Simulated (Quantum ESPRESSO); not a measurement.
The system is Cd.

```xyz
2
Lattice="2.9789 0.0000 0.0000 -1.4894 2.5798 0.0000 0.0000 0.0000 5.6177" Properties=species:S:1:pos:R:3 pbc="T T T"
Cd    1.4894    0.8599    4.2132
Cd    0.0000    1.7199    1.4044
```

| Property | Result |
| --- | --- |
| Program | Quantum ESPRESSO 7.5 |
| Task | single point |
| Functional | PBE |
| Potentials or basis | SSSP 1.3 efficiency PBE |
| Cutoff | 816 eV |
| Density cutoff | 6531 eV |
| k mesh | 10 × 10 × 5 |
| Occupations | fermi-dirac, width 0.05 eV |
| Spin | no spin polarisation |

On this cell: pressure 2.7 GPa; largest force under 0.003 eV/Å; band gap on the k mesh none (metal or under the smearing width).

The same run follows on a disturbed copy (atoms moved at random, drawn with an rms of 0.05 Å):

```
Cd
1.0
     2.97887    0.00000    0.00000
    -1.48944    2.57978    0.00000
     0.00000    0.00000    5.61765
Cd
2
Direct
  0.65588 0.32948 0.76127
  0.31215 0.68112 0.25800
```

Task: What changes?

Result: The energy (extrapolated to zero smearing) moves by +0.6 meV/atom; pressure 2.8 GPa; largest force 0.041 eV/Å; band gap on the k mesh none (metal or under the smearing width).

Forces in eV/Å, atoms in the order of the input:
```
Cd  -0.017  0.015 -0.034
Cd   0.017 -0.015  0.034
```

Stress tensor (GPa, compression positive):
```
 3.39 -0.07  0.01
-0.07  3.27 -0.01
 0.01 -0.01  1.63
```
